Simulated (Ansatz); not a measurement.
# AlN (database structure): how the settings move a single-point run

Aim: see which settings change the result for AlN (database structure), by how much, and at what cost.

Method: reference: DFT r2SCAN, plane waves, PAW, scalar-relativistic, no spin polarisation, in Ansatz 0.2.0.

**1. The system as given**

It takes space group P6_3mc (No. 186, hexagonal). Conventional cell: a = 3.088 Å, b = 3.088 Å, c = 4.944 Å, α = 90.00°, β = 90.00°, γ = 120.00°. Al (site symmetry 3m) is surrounded by 4 N at 1.88 to 1.89 Å. Around N (site symmetry 3m) lie 4 Al at 1.88 to 1.89 Å.

Coordinates:

```cif
data_structure
_symmetry_space_group_name_H-M 'P 1'
_symmetry_Int_Tables_number 1
_cell_length_a 3.0877
_cell_length_b 3.0877
_cell_length_c 4.9443
_cell_angle_alpha 90.000
_cell_angle_beta 90.000
_cell_angle_gamma 120.000
_cell_volume 40.82
loop_
_atom_site_label
_atom_site_type_symbol
_atom_site_fract_x
_atom_site_fract_y
_atom_site_fract_z
_atom_site_occupancy
Al1 Al 0.66667 0.33333 0.00000 1
Al2 Al 0.33333 0.66667 0.50000 1
N1 N 0.66667 0.33333 0.38200 1
N2 N 0.33333 0.66667 0.88200 1
```

**2. The reference run**

File input.yaml:

```yaml
crystal:
  lattice:
    - [3.08769, 0.0, 0.0]
    - [-1.543845, 2.674019, 0.0]
    - [0.0, 0.0, 4.944275]
  atoms:
    - { symbol: Al, position: [0.66667, 0.33333, 0.0] }
    - { symbol: Al, position: [0.33334, 0.66667, 0.5] }
    - { symbol: "N", position: [0.66667, 0.33333, 0.382] }
    - { symbol: "N", position: [0.33334, 0.66667, 0.882] }
  symmetry: { tolerance: 0.0003 }
kpoints:
  mp_grid: { grid: [7, 7, 4], shift: [0, 0, 0] }
magnetization:
  spin_polarized: false
scf:
  occupations: { method: fermi_dirac }
hamiltonian:
  pseudopotentials: { kind: paw }
  xc: r2scan
basis:
  ecutwfc: 500
output:
  forces: true
  stress: true
  eigenvalues: true
  write_density: true
  write_potential: true
  elf: true
  volumetric_format: npy
```

The run is started by

```
$ ansatz run input.yaml --threads 1 --pin off --max-ram 2560MiB --backend cpu --events-out ev --progress --plain --runs-dir out
```

Standard output, cut to the lines that bear on the results:

```text
Warning: the atoms were moved onto the symmetric positions of the space group found under crystal.symmetry.tolerance 3.0e-4 (fractional; no operation is sought that the atoms, as they stand in a round, miss by more than twice it, and no atom is moved by as much as it), and the run uses [...]
Warning: RAYON_NUM_THREADS=1 ignored (pool sized by the plan → 1); use --threads N
[...]
Pseudopotentials: kind: paw
Pseudopotential: Al, paw, valence charge 3, recommended cutoff 500 eV (meta_gga), Al.paw.azcp
Pseudopotential: N, paw, valence charge 5, recommended cutoff 500 eV (meta_gga), N.paw.azcp
Functional definition: r2SCAN
[...]
Crystal: 4 atoms, lattice volume = 40.823 Å³
Basis set: ecut = 500 eV, 1087 PW (Γ), exchange–correlation on 96×96×160 points (64 copies of the dense FFT grid, shifted against one another)
Bands: 12, of which v1, the nominal top of the filled ones, is band 8 counted from 1 (7 counted from 0)
Symmetry: 12 space group operations
Space group: P63mc (ITA 186), of the structure as read, at distance tolerance 1.0e-3 Å
k-points: 24 of 196 (time reversal used)
[...]
SCF iter   1: F=—  HF=-1856.813324 eV  |F-HF|=—  |Δ(HF+E_count)|=         —  Δρ=6.54e-3  dr2=1.69e-2  dr2_τ=3.30e-1  ethr=1.77e-3  ⟨swp⟩=5.4  Hψ=1857  notcnv=0
[...]
SCF iter   7: F=-1856.960003 eV  HF=-1856.960003 eV  |F-HF|=2.28e-8  |Δ(HF+E_count)|=   6.81e-8  Δρ=9.19e-6  dr2=4.01e-8  dr2_τ=8.02e-10  ethr=6.25e-10  ⟨swp⟩=5.1  Hψ=1663  notcnv=0
[...]
SCF converged after 7 iterations
Free energy (F): -1856.960003 eV
[...]
E sigma→0 (E₀):  -1856.960003 eV
Fermi energy:    9.733350 eV
[...]
--- Forces (eV/Å), atoms counted from 1 ---
  atom   1  Al     0.00000000     0.00000000     0.00822777
  atom   2  Al     0.00000000    -0.00000000     0.00822777
  atom   3  N     -0.00000000    -0.00000000    -0.00819294
  atom   4  N      0.00000000     0.00000000    -0.00819294
[...]
--- Stress (GPa, compression-positive) ---
        4.271160       0.000000      -0.000000
        0.000000       4.271160      -0.000000
       -0.000000      -0.000000       4.012586
  P = ⅓ Tr σ = 4.1850 GPa (41.850 kbar)
--- Band table (eV; the first three rows and the last of 24) ---
  k-point 0: bands = ["-8.9653", "-6.7885", "0.9803", "6.2324", "6.2324", "6.9015", "6.9015", "7.1423", "12.1918", "14.8306", "18.9087", "19.3220"]
[...]
```

Wall time 4.1 s (1 thread of Arm Neoverse V1, shared host); peak memory 0.37 GiB.

**3. Changing settings: dispersion d3bj**

input.yaml: that of step 2 with these lines changed.

```diff
@@ -20,2 +20,3 @@
   xc: r2scan
+  dispersion: d3bj
 basis:
@@ -26,5 +27 @@
   eigenvalues: true
-  write_density: true
-  write_potential: true
-  elf: true
-  volumetric_format: npy
```

The run is started by

```
$ ansatz run input.yaml --threads 1 --pin off --max-ram 2560MiB --backend cpu --events-out ev --progress --plain --runs-dir out
```

Standard output, cut to the lines that bear on the results:

```text
Warning: the atoms were moved onto the symmetric positions of the space group found under crystal.symmetry.tolerance 3.0e-4 (fractional; no operation is sought that the atoms, as they stand in a round, miss by more than twice it, and no atom is moved by as much as it), and the run uses [...]
Warning: the engine holds no damping parameters fitted to this dispersion correction and functional, so the run takes those fitted to r2scan beside the three-body term, which d3bj leaves out (hamiltonian.dispersion, under Limitations)
Warning: RAYON_NUM_THREADS=1 ignored (pool sized by the plan → 1); use --threads N
[...]
[... 4 set-up lines as earlier in the session ...]
[...]
Crystal: 4 atoms, lattice volume = 40.823 Å³
Basis set: ecut = 500 eV, 1087 PW (Γ), exchange–correlation on 96×96×160 points (64 copies of the dense FFT grid, shifted against one another)
Bands: 12, of which v1, the nominal top of the filled ones, is band 8 counted from 1 (7 counted from 0)
[... 2 set-up lines as earlier in the session ...]
k-points: 24 of 196 (time reversal used)
[...]
SCF iter   1: F=—  HF=-1857.331769 eV  |F-HF|=—  |Δ(HF+E_count)|=         —  Δρ=6.54e-3  dr2=1.69e-2  dr2_τ=3.30e-1  ethr=1.77e-3  ⟨swp⟩=5.4  Hψ=1857  notcnv=0
[...]
SCF iter   7: F=-1857.478448 eV  HF=-1857.478448 eV  |F-HF|=2.28e-8  |Δ(HF+E_count)|=   6.78e-8  Δρ=9.20e-6  dr2=4.02e-8  dr2_τ=8.03e-10  ethr=6.25e-10  ⟨swp⟩=2.3  Hψ=1093  notcnv=0
[...]
SCF converged after 7 iterations
Free energy (F): -1857.478448 eV
[...]
E sigma→0 (E₀):  -1857.478448 eV
Fermi energy:    9.733350 eV
[...]
--- Forces (eV/Å), atoms counted from 1 ---
  atom   1  Al     0.00000000     0.00000000     0.00805956
  atom   2  Al    -0.00000000    -0.00000000     0.00805956
  atom   3  N     -0.00000000    -0.00000000    -0.00802470
  atom   4  N      0.00000000     0.00000000    -0.00802470
[...]
--- Stress (GPa, compression-positive) ---
        2.216984      -0.000000      -0.000000
       -0.000000       2.216984      -0.000000
       -0.000000      -0.000000       1.948256
  P = ⅓ Tr σ = 2.1274 GPa (21.274 kbar)
--- Band table (eV; the first three rows and the last of 24) ---
  k-point 0: bands = ["-8.9653", "-6.7885", "0.9803", "6.2324", "6.2324", "6.9015", "6.9015", "7.1423", "12.1918", "14.8306", "18.9087", "19.3220"]
[...]
```

Wall time 3.3 s (1 thread of Arm Neoverse V1, shared host); peak memory 0.37 GiB.

The energy moves by -129.6 meV/atom, nearly all of it the dispersion term itself (-129.6 meV/atom); that offset belongs to the model and is no gain or loss of stability; the pressure goes from 4.2 to 2.1 GPa. The damping parameters are borrowed, as the log notes.

**4. Variant: xc_grid 2**

input.yaml: that of step 2 with these lines changed.

```diff
@@ -22,2 +22,3 @@
   ecutwfc: 500
+  xc_grid: 2
 output:
```

The run is started by

```
$ ansatz run input.yaml --threads 1 --pin off --max-ram 2560MiB --backend cpu --events-out ev --progress --plain --runs-dir out
```

Standard output, cut to the lines that bear on the results:

```text
Warning: the atoms were moved onto the symmetric positions of the space group found under crystal.symmetry.tolerance 3.0e-4 (fractional; no operation is sought that the atoms, as they stand in a round, miss by more than twice it, and no atom is moved by as much as it), and the run uses [...]
Warning: RAYON_NUM_THREADS=1 ignored (pool sized by the plan → 1); use --threads N
[...]
[... 4 set-up lines as earlier in the session ...]
[...]
Crystal: 4 atoms, lattice volume = 40.823 Å³
Basis set: ecut = 500 eV, 1087 PW (Γ), exchange–correlation on 48×48×80 points (8 copies of the dense FFT grid, shifted against one another)
Bands: 12, of which v1, the nominal top of the filled ones, is band 8 counted from 1 (7 counted from 0)
[... 2 set-up lines as earlier in the session ...]
k-points: 24 of 196 (time reversal used)
[...]
SCF iter   1: F=—  HF=-1856.813547 eV  |F-HF|=—  |Δ(HF+E_count)|=         —  Δρ=6.54e-3  dr2=1.69e-2  dr2_τ=3.30e-1  ethr=1.77e-3  ⟨swp⟩=5.4  Hψ=1857  notcnv=0
[...]
SCF iter   7: F=-1856.960191 eV  HF=-1856.960191 eV  |F-HF|=2.35e-8  |Δ(HF+E_count)|=   6.89e-8  Δρ=9.32e-6  dr2=4.12e-8  dr2_τ=8.27e-10  ethr=6.25e-10  ⟨swp⟩=5.1  Hψ=1663  notcnv=0
[...]
SCF converged after 7 iterations
Free energy (F): -1856.960191 eV
[...]
E sigma→0 (E₀):  -1856.960191 eV
Fermi energy:    9.733520 eV
[...]
--- Forces (eV/Å), atoms counted from 1 ---
  atom   1  Al    -0.00000000     0.00000000     0.01172120
  atom   2  Al     0.00000000    -0.00000000     0.01172120
  atom   3  N     -0.00000000    -0.00000000    -0.00647004
  atom   4  N      0.00000000     0.00000000    -0.00647004
[...]
--- Stress (GPa, compression-positive) ---
        4.269449       0.000000      -0.000000
        0.000000       4.269449      -0.000000
       -0.000000      -0.000000       4.009384
  P = ⅓ Tr σ = 4.1828 GPa (41.828 kbar)
--- Band table (eV; the first three rows and the last of 24) ---
  k-point 0: bands = ["-8.9651", "-6.7883", "0.9805", "6.2325", "6.2325", "6.9015", "6.9015", "7.1425", "12.1920", "14.8307", "18.9087", "19.3221"]
[...]
```

It took 3.5 s on 1 thread of Arm Neoverse V1, shared host; peak memory 0.29 GiB.

Changing the numerical grids leaves the energy as it was (0.0 meV/atom).

**5. Variant: occupations.method tetrahedron_uncorrected**

input.yaml: that of step 2 with these lines changed.

```diff
@@ -16,3 +16,3 @@
 scf:
-  occupations: { method: fermi_dirac }
+  occupations: { method: tetrahedron_uncorrected }
 hamiltonian:
```

The run is started by

```
$ ansatz run input.yaml --threads 1 --pin off --max-ram 2560MiB --backend cpu --events-out ev --progress --plain --runs-dir out
```

Standard output, cut to the lines that bear on the results:

```text
Warning: the atoms were moved onto the symmetric positions of the space group found under crystal.symmetry.tolerance 3.0e-4 (fractional; no operation is sought that the atoms, as they stand in a round, miss by more than twice it, and no atom is moved by as much as it), and the run uses [...]
Warning: RAYON_NUM_THREADS=1 ignored (pool sized by the plan → 1); use --threads N
[...]
[... 4 set-up lines as earlier in the session ...]
[...]
Crystal: 4 atoms, lattice volume = 40.823 Å³
Basis set: ecut = 500 eV, 1087 PW (Γ), exchange–correlation on 96×96×160 points (64 copies of the dense FFT grid, shifted against one another)
Bands: 12, of which v1, the nominal top of the filled ones, is band 8 counted from 1 (7 counted from 0)
[... 2 set-up lines as earlier in the session ...]
k-points: 24 of 196 (time reversal used)
[...]
SCF iter   1: F=—  HF=-1856.813335 eV  |F-HF|=—  |Δ(HF+E_count)|=         —  Δρ=6.54e-3  dr2=1.69e-2  dr2_τ=3.30e-1  ethr=1.77e-3  ⟨swp⟩=6.3  Hψ=1972  notcnv=0
[...]
SCF iter   7: F=-1856.960003 eV  HF=-1856.960003 eV  |F-HF|=2.16e-8  |Δ(HF+E_count)|=   6.43e-8  Δρ=8.97e-6  dr2=3.82e-8  dr2_τ=7.69e-10  ethr=6.25e-10  ⟨swp⟩=5.0  Hψ=1707  notcnv=0
[...]
SCF converged after 7 iterations
Free energy (F): -1856.960003 eV
[...]
E sigma→0 (E₀):  -1856.960003 eV
Fermi energy:    7.142292 eV
[...]
--- Forces (eV/Å), atoms counted from 1 ---
  atom   1  Al    -0.00000000     0.00000000     0.00822771
  atom   2  Al    -0.00000000    -0.00000000     0.00822771
  atom   3  N     -0.00000000    -0.00000000    -0.00819295
  atom   4  N      0.00000000     0.00000000    -0.00819295
[...]
--- Stress (GPa, compression-positive) ---
        4.271177      -0.000000      -0.000000
       -0.000000       4.271177      -0.000000
       -0.000000      -0.000000       4.012602
  P = ⅓ Tr σ = 4.1850 GPa (41.850 kbar)
--- Band table (eV; the first three rows and the last of 24) ---
  k-point 0: bands = ["-8.9653", "-6.7885", "0.9803", "6.2324", "6.2324", "6.9015", "6.9015", "7.1423", "12.1918", "14.8306", "18.9087", "19.3220"]
[...]
```

It took 3.7 s on 1 thread of Arm Neoverse V1, shared host; peak memory 0.37 GiB.

The changed input (smearing) leaves the energy the same to the digits printed.

**6. Changed: preconditioner local_kerker, ecutwfc 350 eV**

input.yaml: that of step 2 with these lines changed.

```diff
@@ -17,2 +17,3 @@
   occupations: { method: fermi_dirac }
+  mixing: { preconditioner: local_kerker }
 hamiltonian:
@@ -21,3 +22,3 @@
 basis:
-  ecutwfc: 500
+  ecutwfc: "350 eV"
 output:
@@ -26,5 +27 @@
   eigenvalues: true
-  write_density: true
-  write_potential: true
-  elf: true
-  volumetric_format: npy
```

The run is started by

```
$ ansatz run input.yaml --threads 1 --pin off --max-ram 2560MiB --backend cpu --events-out ev --progress --plain --runs-dir out
```

Standard output, cut to the lines that bear on the results:

```text
Warning: the atoms were moved onto the symmetric positions of the space group found under crystal.symmetry.tolerance 3.0e-4 (fractional; no operation is sought that the atoms, as they stand in a round, miss by more than twice it, and no atom is moved by as much as it), and the run uses [...]
Warning: basis.ecutwfc = 350 eV is below the records' recommended 500 eV, and the density's cutoff is lower with it unless basis.ecutrho_ratio is high enough to keep the records' density cutoff: compare with a run at a higher cutoff
Warning: RAYON_NUM_THREADS=1 ignored (pool sized by the plan → 1); use --threads N
[...]
[... 4 set-up lines as earlier in the session ...]
[...]
Crystal: 4 atoms, lattice volume = 40.823 Å³
Basis set: ecut = 350 eV, 603 PW (Γ), exchange–correlation on 80×80×128 points (64 copies of the dense FFT grid, shifted against one another)
Bands: 12, of which v1, the nominal top of the filled ones, is band 8 counted from 1 (7 counted from 0)
[... 2 set-up lines as earlier in the session ...]
k-points: 24 of 196 (time reversal used)
[...]
SCF iter   1: F=—  HF=-1856.686872 eV  |F-HF|=—  |Δ(HF+E_count)|=         —  Δρ=7.94e-3  dr2=1.63e-2  dr2_τ=3.24e-1  ethr=1.77e-3  ⟨swp⟩=5.3  Hψ=1854  notcnv=0
[...]
SCF iter   7: F=-1856.841491 eV  HF=-1856.841491 eV  |F-HF|=1.06e-10  |Δ(HF+E_count)|=   1.42e-8  Δρ=9.14e-7  dr2=3.52e-10  dr2_τ=8.38e-12  ethr=1.21e-10  ⟨swp⟩=1.1  Hψ=898  notcnv=0
[...]
SCF converged after 7 iterations
Free energy (F): -1856.841491 eV
[...]
E sigma→0 (E₀):  -1856.841491 eV
Fermi energy:    9.727538 eV
[...]
--- Forces (eV/Å), atoms counted from 1 ---
  atom   1  Al     0.00000000     0.00000000     0.00686910
  atom   2  Al     0.00000000    -0.00000000     0.00686910
  atom   3  N     -0.00000000    -0.00000000    -0.00762037
  atom   4  N      0.00000000     0.00000000    -0.00762037
[...]
--- Stress (GPa, compression-positive) ---
        3.968199       0.000000      -0.000000
        0.000000       3.968199      -0.000000
       -0.000000      -0.000000       3.678596
  P = ⅓ Tr σ = 3.8717 GPa (38.717 kbar)
--- Band table (eV; the first three rows and the last of 24) ---
  k-point 0: bands = ["-8.9695", "-6.7942", "0.9813", "6.2351", "6.2351", "6.8996", "6.8996", "7.1403", "12.1818", "14.8252", "18.9193", "19.3230"]
[...]
```

It took 2.5 s on 1 thread of Arm Neoverse V1, shared host; peak memory 0.3 GiB.

Changing the mixing and cutoff moves the energy by +29.6 meV/atom, and the pressure goes from 4.2 to 3.9 GPa. The lower cutoff gives the higher energy: the smaller basis describes the state less well. The log warns that the cutoff is under what these potentials recommend, so the shift is basis error. The variant is not converged in its settings.

**7. All runs together**

| run | ending | energy change | pressure (GPa) | gap (eV) | force (eV/Å) | cycles | time |
| --- | --- | --- | --- | --- | --- | --- | --- |
| reference | converged | 0 | 4.2 | 5.05 | 0.01 | 7 | 4.1 s |
| 1: dispersion d3bj | converged | -129.6 meV/atom (offset of the dispersion model) | 2.1 | 5.05 | 0.01 | 7 | 3.3 s |
| 2: xc_grid 2 | converged | 0.0 meV/atom | 4.2 | 5.05 | 0.01 | 7 | 3.5 s |
| 3: occupations.method tetrahedron_uncorrected | converged | 0.0 meV/atom (σ→0) | 4.2 | 5.05 | 0.01 | 7 | 3.7 s |
| 4: preconditioner local_kerker, ecutwfc 350 eV | converged | +29.6 meV/atom | 3.9 | 5.04 | 0.01 | 7 | 2.5 s |

Times don't compare one to one where runs were asked for different outputs or read a saved state (see the inputs); cycles may leave out searches for a lower state.

Residual by cycle in the longest SCF loop of each run; runs are numbered as in the table. The quantity is the density residual dr2, in eV.

| cycle | reference | run 1 | run 2 | run 3 | run 4 |
| --- | --- | --- | --- | --- | --- |
| 1 | 0.0169 | 0.0169 | 0.0169 | 0.0169 | 0.0163 |
| 2 | 0.00378 | 0.00378 | 0.00378 | 0.00378 | 0.0104 |
| 3 | 9.8e-5 | 9.8e-5 | 9.7e-5 | 9.9e-5 | 0.00265 |
| 4 | 1.1e-5 | 1.1e-5 | 1.1e-5 | 1.1e-5 | 1.5e-4 |
| 5 | 1.9e-6 | 1.9e-6 | 1.9e-6 | 1.8e-6 | 3.8e-6 |
| 6 | 4.9e-7 | 4.9e-7 | 5.0e-7 | 4.7e-7 | 1.9e-8 |
| 7 | 4.0e-8 | 4.0e-8 | 4.1e-8 | 3.8e-8 | 3.5e-10 |

Run 4 ran under the cutoff that the potentials recommend, as the log warns, so basis error is mixed into its values.

These are semilocal Kohn-Sham gaps, which aren't the measured quantity. Such gaps usually fall short of the measured ones.
